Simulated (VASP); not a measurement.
# InP: from the relaxed cell to its vibrations

What lattice, stiffness and vibrations does InP have at one level of theory? The starting structure is a measured crystal structure from the Crystallography Open Database. All runs use LDA.

Method: Kohn-Sham DFT with plane waves and PAW; LDA, in VASP 6.6.1.

## Step 1: The structure

The structure is cubic, space group F-43m (No. 216). The conventional cell has a = 5.850 Å, b = 5.850 Å, c = 5.850 Å, α = 90.00°, β = 90.00°, γ = 90.00°. Nearest to In lie 4 P at 2.53 Å. Nearest to P lie 4 In at 2.53 Å. Farther neighbours are not listed.

## Step 2: Relaxation

This run starts from the cell of an earlier relaxation, which isn't shown; the restart sets up the plane waves anew.

INCAR reads:

```
SYSTEM = InP
PREC = Accurate
ENCUT = 500
EDIFF = 1E-07
NELM = 100
ISMEAR = 0
SIGMA = 0.03
LREAL = .FALSE.
ALGO = Normal
GGA = CA
NBANDS = 15
LORBIT = 11
LWAVE = .FALSE.
LCHARG = .FALSE.
KPAR = 4
IBRION = 2
NSW = 50
ISIF = 3
EDIFFG = -0.002
```

POSCAR reads:

```
InP
1.0
    0.0000000000      2.9136917547      2.9136917547
    2.9136917547      0.0000000000      2.9136917547
    2.9136917547      2.9136917547      0.0000000000
In P
1 1
Direct
    0.0000000000      0.0000000000      0.0000000000
    0.7500000000      0.7500000000      0.7500000000
```

KPOINTS reads:

```
Automatic mesh
0
Gamma
6 6 6
0 0 0
```

Potentials, in the order of the species: In_d and P (LDA family, release 64).

Command:

```
$ mpirun -np 4 vasp_std
```

The log of the run:

```text
[banner, memory and clock lines left out]
running    4 mpi-ranks, on    1 nodes
 distrk:  each k-point on    1 cores,    4 groups
 distr:  one band on    1 cores,    1 groups

 POSCAR found type information on POSCAR InP
 POSCAR found :  2 types and       2 ions
 LDA part: xc-table for (Slater(with rela. corr.)+CA(PZ))
 , standard interpolation
 POSCAR, INCAR and KPOINTS ok, starting setup
 FFT: planning ... GRIDC
 FFT: planning ... GRID_SOFT
 FFT: planning ... GRID
 WAVECAR not read
 entering main loop
       N       E                     dE             d eps       ncg     rms          rms(c)
DAV:   1     0.113202405233E+03    0.11320E+03   -0.83982E+03   480   0.130E+03
DAV:   2    -0.241826360841E+01   -0.11562E+03   -0.11094E+03   536   0.313E+02
DAV:   3    -0.990002163391E+01   -0.74818E+01   -0.74400E+01   606   0.802E+01
DAV:   4    -0.100994796260E+02   -0.19946E+00   -0.19939E+00   602   0.142E+01
DAV:   5    -0.101093233560E+02   -0.98437E-02   -0.98435E-02   745   0.269E+00    0.599E+00
DAV:   6    -0.970934375441E+01    0.39998E+00   -0.61915E-01   778   0.138E+01    0.359E+00
DAV:   7    -0.966520650117E+01    0.44137E-01   -0.15410E-01   703   0.334E+00    0.119E+00
DAV:   8    -0.965996046313E+01    0.52460E-02   -0.14152E-02   646   0.146E+00    0.411E-01
DAV:   9    -0.965971142770E+01    0.24904E-03   -0.11774E-03   662   0.412E-01    0.188E-01
DAV:  10    -0.965974148659E+01   -0.30059E-04   -0.15117E-04   747   0.141E-01    0.116E-01
DAV:  11    -0.965974561618E+01   -0.41296E-05   -0.27296E-05   734   0.837E-02    0.709E-02
DAV:  12    -0.965974323979E+01    0.23764E-05   -0.51974E-06   613   0.222E-02    0.131E-02
DAV:  13    -0.965974321253E+01    0.27253E-07   -0.39877E-07   606   0.362E-03
   1 F= -.96597432E+01 E0= -.96597432E+01  d E =-.965974E+01
 curvature:   0.00 expect dE= 0.000E+00 dE for cont linesearch  0.000E+00
 trial: gam= 0.00000 g(F)=  0.674E-47 g(S)=  0.560E-06 ort = 0.000E+00 (trialstep = 0.100E+01)
 search vector abs. value=  0.560E-06
 reached required accuracy - stopping structural energy minimisation
```

Run time: 6.8 s. Hardware: 4 MPI ranks of AMD EPYC 7571, shared host; peak memory 0.47 GiB; 23 s of CPU time.

The logs omit lines about the potential files and the build; timing stands in the text.

OUTCAR, selected parts (step 2):

```text
ion  position               nearest neighbor table
   1  0.000  0.000  0.000-   2 2.52   2 2.52   2 2.52   2 2.52
   2  0.750  0.750  0.750-   1 2.52   1 2.52   1 2.52   1 2.52

  LATTYP: Found a face centered cubic cell.
 ALAT       =     5.8273835094

 Subroutine GETGRP returns: Found 24 space group operations
 (whereof 24 operations were pure point group operations)

The static configuration has the point symmetry T_d .

 Found     16 irreducible k-points:

   k-points           NKPTS =     16   k-points in BZ     NKDIM =     16   number of bands    NBANDS=     15

   dimension x,y,z NGX =    30 NGY =   30 NGZ =   30
   dimension x,y,z NGXF=    60 NGYF=   60 NGZF=   60

   ENCUT  =  500.0 eV  36.75 Ry    6.06 a.u.   7.51  7.51  7.51*2*pi/ulx,y,z

   NELECT =      18.0000    total number of electrons

 k-points in reciprocal lattice and weights: Automatic mesh
   0.00000000  0.00000000  0.00000000       0.005
   0.16666667  0.00000000  0.00000000       0.037
   0.33333333  0.00000000  0.00000000       0.037
   0.50000000  0.00000000  0.00000000       0.019
   0.16666667  0.16666667  0.00000000       0.028
   0.33333333  0.16666667  0.00000000       0.111
   0.50000000  0.16666667  0.00000000       0.111
  -0.33333333  0.16666667  0.00000000       0.111
  -0.16666667  0.16666667  0.00000000       0.056
[...]
-0.33333333  0.33333333  0.16666667       0.111
  -0.33333333  0.50000000  0.16666667       0.056

 average (electrostatic) potential at core
       1 -95.0662       2 -83.8210

 E-fermi :   5.3414

 k-point     1 :       0.0000    0.0000    0.0000
  band No.  band energies     occupation
    ...
      5      -8.8607      2.00000
      6      -6.4583      2.00000
      7       5.2086      2.00000
      8       5.2086      2.00000
      9       5.2086      2.00000
     10       5.8094      0.00000
     11       9.1656      0.00000
     12       9.1656      0.00000
     13       9.1656      0.00000
     14      13.5681      0.00000
    ...

 k-point     2 :       0.1667    0.0000    0.0000
  band No.  band energies     occupation
    ...
      5      -8.8603      2.00000
      6      -6.1336      2.00000
      7       2.9492      2.00000
      8       4.8865      2.00000
      9       4.8865      2.00000
     10       6.9062      0.00000
     11       9.5853      0.00000
     12       9.6211      0.00000
     13       9.6211      0.00000
     14      13.7842      0.00000
    ...

 k-point     3 :       0.3333    0.0000    0.0000
  band No.  band energies     occupation
    ...
      5      -8.8535      2.00000
      6      -5.2892      2.00000
      7       0.5005      2.00000
      8       4.3936      2.00000
      9       4.3936      2.00000
     10       6.7304      0.00000
     11       9.9696      0.00000
     12       9.9696      0.00000
     13      11.3594      0.00000
     14      13.8938      0.00000
    ...

  Total       -0.0027826     -0.0027826     -0.0027826      0.0000000      0.0000000     -0.0000000
  in kB       -0.0901152     -0.0901152     -0.0901152      0.0000000      0.0000000     -0.0000000
  external PRESSURE =      -0.0901152 kB  Pullay stress =       0.0000000 kB

  energy-cutoff  :      500.00
  volume of cell :       49.47
      direct lattice vectors                 reciprocal lattice vectors
     0.000000000  2.913691755  2.913691755    -0.171603602  0.171603602  0.171603602
     2.913691755  0.000000000  2.913691755     0.171603602 -0.171603602  0.171603602
     2.913691755  2.913691755  0.000000000     0.171603602  0.171603602 -0.171603602

 POSITION                                       TOTAL-FORCE (eV/Angst)
 -----------------------------------------------------------------------------------
      0.00000      0.00000      0.00000        -0.000000     -0.000000     -0.000000
      4.37054      4.37054      4.37054         0.000000      0.000000      0.000000
 -----------------------------------------------------------------------------------
    total drift:                                0.000000      0.000000      0.000000

  FREE ENERGIE OF THE ION-ELECTRON SYSTEM (eV)
  ---------------------------------------------------
  free  energy   TOTEN  =        -9.6597432125 eV

  energy  without entropy=       -9.6597432125  energy(sigma->0) =       -9.65974321

 reached required accuracy - stopping structural energy minimisation

 total charge
# of ion       s       p       d       tot
------------------------------------------
    1        0.844   0.803   9.899  11.547
    2        1.032   1.497   0.000   2.529
--------------------------------------------------
tot          1.876   2.300   9.899  14.075

[... 3 further parts left out ...]
```

CONTCAR:

```
InP
   1.00000000000000
     0.0000000000000000    2.9136917546999999    2.9136917546999999
     2.9136917546999999    0.0000000000000000    2.9136917546999999
     2.9136917546999999    2.9136917546999999    0.0000000000000000
  In              P
     1     1
Direct
     0.0000000000000000    0.0000000000000000    0.0000000000000000
     0.7500000000000000    0.7500000000000000    0.7500000000000000
```

The run keeps the 24 symmetry operations of its start, so it cannot find a distortion of lower symmetry.

The relaxed cell holds 24.736 Å³ an atom, with a = 5.827 Å (-0.4 % against the database cell). Pressures at 0.985 and 1.015 times this volume, from two more relaxations that aren't shown, give a bulk modulus of 71.6 GPa.

## Step 3: Elastic constants

INCAR reads:

```
SYSTEM = InP
PREC = Accurate
ENCUT = 700
EDIFF = 1E-08
NELM = 100
ISMEAR = 0
SIGMA = 0.03
LREAL = .FALSE.
ALGO = Normal
GGA = CA
NBANDS = 15
LORBIT = 11
LWAVE = .FALSE.
LCHARG = .FALSE.
KPAR = 4
IBRION = 6
NFREE = 2
POTIM = 0.015
ISIF = 3
NSW = 1
```

POSCAR is that of step 2.

KPOINTS reads:

```
Automatic mesh
0
Gamma
8 8 8
0 0 0
```

Command:

```
$ mpirun -np 4 vasp_std
```

The log of the run:

```text
[... set-up lines as in an earlier step ...]
 entering main loop
       N       E                     dE             d eps       ncg     rms          rms(c)
DAV:   1     0.125360412340E+03    0.12536E+03   -0.10055E+04   870   0.167E+03
DAV:   2    -0.113959051797E+01   -0.12650E+03   -0.12070E+03   940   0.360E+02
DAV:   3    -0.986145622727E+01   -0.87219E+01   -0.86546E+01  1129   0.868E+01
DAV:   4    -0.101039704722E+02   -0.24251E+00   -0.24236E+00  1091   0.154E+01
[...]
DAV:  13    -0.967235121641E+01    0.31185E-07   -0.37741E-07  1080   0.356E-03    0.113E-02
DAV:  14    -0.967235118873E+01    0.27677E-07   -0.43280E-08  1122   0.329E-03    0.317E-03
DAV:  15    -0.967235117916E+01    0.95715E-08   -0.32228E-08  1038   0.174E-03
   1 F= -.96723512E+01 E0= -.96723512E+01  d E =-.272380E-23
[... from here on, the cycles between the ionic steps are left out ...]
   2 F= -.96690974E+01 E0= -.96690974E+01  d E =-.365176E-11
   3 F= -.96686122E+01 E0= -.96686122E+01  d E =-.122945E-23
   4 F= -.96690974E+01 E0= -.96690974E+01  d E =-.394503E-11
   5 F= -.96686122E+01 E0= -.96686122E+01  d E =-.114033E-23
   6 F= -.96690974E+01 E0= -.96690974E+01  d E =-.396064E-11
   7 F= -.96686122E+01 E0= -.96686122E+01  d E =-.122210E-23
   8 F= -.96698273E+01 E0= -.96698273E+01  d E =-.507791E-16
   9 F= -.96698273E+01 E0= -.96698273E+01  d E =-.506234E-16
  10 F= -.96698273E+01 E0= -.96698273E+01  d E =-.508274E-16
  11 F= -.96698272E+01 E0= -.96698272E+01  d E =-.505422E-16
  12 F= -.96698273E+01 E0= -.96698273E+01  d E =-.508302E-16
  13 F= -.96698272E+01 E0= -.96698272E+01  d E =-.507091E-16
  14 F= -.96714250E+01 E0= -.96714250E+01  d E =-.166395E-20
  15 F= -.96714250E+01 E0= -.96714250E+01  d E =-.165870E-20
  16 F= -.96714252E+01 E0= -.96714252E+01  d E =-.166604E-20
  17 F= -.96714252E+01 E0= -.96714252E+01  d E =-.166729E-20
 Finite differences progress:
  Degree of freedom:   8/  8
  Displacement:        2/  2
  Total:              16/ 16
```

Elapsed: 16 min, on 4 MPI ranks; peak memory 1.6 GiB.

OUTCAR, selected parts (step 3):

```text
  Total        0.0138155      0.0164531      0.0164531      0.0000000     -0.1245726      0.0000000
  in kB        0.4474209      0.5328423      0.5328423      0.0000000     -4.0343389      0.0000000
  external PRESSURE =       0.5043685 kB  Pullay stress =       0.0000000 kB

 POSITION                                       TOTAL-FORCE (eV/Angst)
 -----------------------------------------------------------------------------------
      0.00000      0.00000      0.00000        -0.123420      0.000000      0.000000
      4.35554      4.37054      4.37054         0.123420     -0.000000     -0.000000
 -----------------------------------------------------------------------------------
    total drift:                               -0.000024      0.000000      0.000000

  FREE ENERGIE OF THE ION-ELECTRON SYSTEM (eV)
  ---------------------------------------------------
  free  energy   TOTEN  =        -9.6714251859 eV

  energy  without entropy=       -9.6714251859  energy(sigma->0) =       -9.67142519

[... 3 further parts left out ...]
[key lines of the parts left out:]
E-fermi :   5.4137
```

The last energy, forces and stress in OUTCAR belong to the last displaced cell, not to that of POSCAR.

The elastic tensor has C11 = 100.6, C12 = 56.8, C44 = 45.6 GPa; its Hill averages are a bulk modulus of 71.4 and a shear modulus of 34.0 GPa.

## Step 4: Modes of the relaxed cell

INCAR reads:

```
SYSTEM = InP
PREC = Accurate
ENCUT = 500
EDIFF = 1E-08
NELM = 100
ISMEAR = 0
SIGMA = 0.03
LREAL = .FALSE.
ALGO = Normal
GGA = CA
NBANDS = 15
LORBIT = 11
LWAVE = .FALSE.
LCHARG = .FALSE.
KPAR = 4
IBRION = 8
LEPSILON = .TRUE.
LPEAD = .TRUE.
ISIF = 2
```

POSCAR is that of step 3.

KPOINTS reads:

```
Automatic mesh
0
Gamma
12 12 12
0 0 0
```

Command:

```
$ mpirun -np 4 vasp_std
```

The log of the run:

```text
[... set-up lines as in an earlier step ...]
 entering main loop
       N       E                     dE             d eps       ncg     rms          rms(c)
DAV:   1     0.112403825720E+03    0.11240E+03   -0.83175E+03  2167   0.131E+03
DAV:   2    -0.218690121795E+01   -0.11459E+03   -0.11034E+03  2335   0.309E+02
DAV:   3    -0.989643197359E+01   -0.77095E+01   -0.76657E+01  2804   0.807E+01
DAV:   4    -0.101068086359E+02   -0.21038E+00   -0.21028E+00  2713   0.145E+01
[...]
DAV:  14    -0.967460012790E+01    0.27842E-07   -0.41528E-08  2783   0.315E-03    0.322E-03
DAV:  15    -0.967460011686E+01    0.11041E-07   -0.34552E-08  2643   0.177E-03    0.804E-04
DAV:  16    -0.967460011699E+01   -0.12778E-09   -0.14870E-09  1535   0.256E-04
   1 F= -.96746001E+01 E0= -.96746001E+01  d E =-.141456E-16
 Linear response reoptimize wavefunctions to high precision
DAV:   1    -0.967460011698E+01    0.81855E-11   -0.22436E-10  1773   0.167E-04
 Linear response to external field (no local field effect), progress :
  Direction:   1
[...]
RMM:  17    -0.236901098619E+00    0.92738E-09   -0.18230E-08 13432   0.783E-05    0.113E-05
 first order change of Fermi-energy   0.11268E-04
 force on displaced ion       1 direction 1 :  -8.261  -0.000  -0.000
 Born effective charge ion    1 direction 1 :   2.469   0.000   0.000
 Linear response progress:
  Degree of freedom:   2/  2
       N       E                     dE             d eps       ncg     rms          rms(c)
RMM:   1    -0.503442218081E-01   -0.50344E-01    0.33676E-02 17865   0.184E+00
RMM:   2    -0.482606420587E-01    0.20836E-02   -0.35500E-04 13702   0.657E-01    0.153E-01
RMM:   3    -0.488367586194E-01   -0.57612E-03   -0.15782E-03 15551   0.277E-01    0.587E-02
RMM:   4    -0.490827709026E-01   -0.24601E-03   -0.20402E-04 15773   0.104E-01    0.179E-02
[...]
RMM:  10    -0.491060639094E-01   -0.60400E-07    0.25798E-07 16956   0.231E-04    0.706E-05
RMM:  11    -0.491061701902E-01   -0.10628E-06   -0.54431E-08 17551   0.103E-04    0.433E-05
RMM:  12    -0.491061723982E-01   -0.22080E-08    0.60667E-09 17350   0.502E-05    0.401E-05
 first order change of Fermi-energy   0.94938E-04
 force on displaced ion       2 direction 1 :  -8.228  -0.000  -0.000
 Born effective charge ion    2 direction 1 :  -2.471   0.000   0.000
 Born effective charges drift removed
 Linear response finished
```

The job ended after 18 min (4 MPI ranks; peak memory 2.6 GiB).

OUTCAR, selected parts (step 4):

```text
  Total        0.0057049      0.0057049      0.0057049      0.0000000     -0.0000000     -0.0000000
  in kB        0.1847565      0.1847565      0.1847565      0.0000000     -0.0000000     -0.0000000
  external PRESSURE =       0.1847565 kB  Pullay stress =       0.0000000 kB

 POSITION                                       TOTAL-FORCE (eV/Angst)
 -----------------------------------------------------------------------------------
      0.00000      0.00000      0.00000        -0.000000     -0.000000      0.000000
      4.37054      4.37054      4.37054         0.000000      0.000000     -0.000000
 -----------------------------------------------------------------------------------
    total drift:                                0.000000      0.000000      0.000000

 MACROSCOPIC STATIC DIELECTRIC TENSOR (including local field effects in DFT)
 ------------------------------------------------------
          11.344496    -0.000000     0.000000
           0.000000    11.344496     0.000000
          -0.000000     0.000000    11.344496
 ------------------------------------------------------

 MACROSCOPIC STATIC DIELECTRIC TENSOR IONIC CONTRIBUTION
 ------------------------------------------------------
           2.711377    -0.000000     0.000000
          -0.000000     2.711377    -0.000000
           0.000000    -0.000000     2.711377
 ------------------------------------------------------

[... 1 part as in an earlier step ...]

[... 1 further part left out ...]
```

The zone-centre modes at 24.736 Å³ an atom are T2 303.0 cm⁻¹.

## Step 5: Modes at 0.97 of that volume

Shape and positions were first relaxed at this volume, in a run that isn't shown.

INCAR is that of step 4.

POSCAR reads:

```
InP
1.0
    0.0000000000      2.8842585125      2.8842585125
    2.8842585125      0.0000000000      2.8842585125
    2.8842585125      2.8842585125      0.0000000000
In P
1 1
Direct
    0.0000000000      0.0000000000      0.0000000000
    0.7500000000      0.7500000000      0.7500000000
```

KPOINTS is that of step 4.

Command:

```
$ mpirun -np 4 vasp_std
```

The log of the run:

```text
[... set-up lines as in an earlier step ...]
 entering main loop
       N       E                     dE             d eps       ncg     rms          rms(c)
DAV:   1     0.112598113945E+03    0.11260E+03   -0.83561E+03  2167   0.133E+03
DAV:   2    -0.242650450577E+01   -0.11502E+03   -0.11041E+03  2363   0.313E+02
DAV:   3    -0.991353469258E+01   -0.74870E+01   -0.74491E+01  2839   0.796E+01
DAV:   4    -0.101150305972E+02   -0.20150E+00   -0.20143E+00  2665   0.140E+01
[...]
DAV:  14    -0.966350121063E+01    0.25440E-07   -0.35603E-08  2812   0.316E-03    0.347E-03
DAV:  15    -0.966350119794E+01    0.12682E-07   -0.37293E-08  2748   0.197E-03    0.676E-04
DAV:  16    -0.966350119817E+01   -0.22192E-09   -0.19806E-09  1507   0.290E-04
   1 F= -.96635012E+01 E0= -.96635012E+01  d E =-.108289E-20
 Linear response reoptimize wavefunctions to high precision
DAV:   1    -0.966350119820E+01   -0.28194E-10   -0.21422E-10  1731   0.113E-04
 Linear response to external field (no local field effect), progress :
  Direction:   1
[...]
RMM:  16    -0.236765973699E+00   -0.98220E-08   -0.61352E-08 13176   0.569E-05    0.481E-06
 first order change of Fermi-energy  -0.11780E-04
 force on displaced ion       1 direction 1 :  -8.937   0.000   0.000
 Born effective charge ion    1 direction 1 :   2.423   0.000   0.000
 Linear response progress:
  Degree of freedom:   2/  2
       N       E                     dE             d eps       ncg     rms          rms(c)
RMM:   1    -0.504918955978E-01   -0.50492E-01    0.32945E-02 17879   0.190E+00
RMM:   2    -0.483134086752E-01    0.21785E-02   -0.25597E-04 13637   0.682E-01    0.158E-01
RMM:   3    -0.489313172281E-01   -0.61791E-03   -0.16260E-03 15522   0.288E-01    0.608E-02
RMM:   4    -0.491919162232E-01   -0.26060E-03   -0.20438E-04 15744   0.106E-01    0.182E-02
[...]
RMM:  11    -0.492168858549E-01   -0.91437E-07   -0.77191E-08 17521   0.944E-05    0.394E-05
RMM:  12    -0.492168593916E-01    0.26463E-07    0.24013E-08 17257   0.394E-05    0.171E-05
RMM:  13    -0.492168645571E-01   -0.51656E-08   -0.15377E-08 17015   0.235E-05    0.293E-06
 first order change of Fermi-energy   0.11433E-03
 force on displaced ion       2 direction 1 :  -8.905   0.000   0.000
 Born effective charge ion    2 direction 1 :  -2.425   0.000   0.000
 Born effective charges drift removed
 Linear response finished
```

It took 15 min on 4 MPI ranks; peak memory 2.6 GiB; 61 min of CPU time.

(Part 1 of 2 ends here.)

[Lines on the potential files, build, host, timing and source positions are cut from VASP's logs without a mark.]

[Logs are printed without paths, hosts, clocks, repeated set-up lines and the standing remarks that a program may print on its own settings, such as how far it seeks lower states.]

[Hosts, paths, dates, database ids (printed as entryN), source tags and the programs' standing remarks are cut or masked in the printed files.]
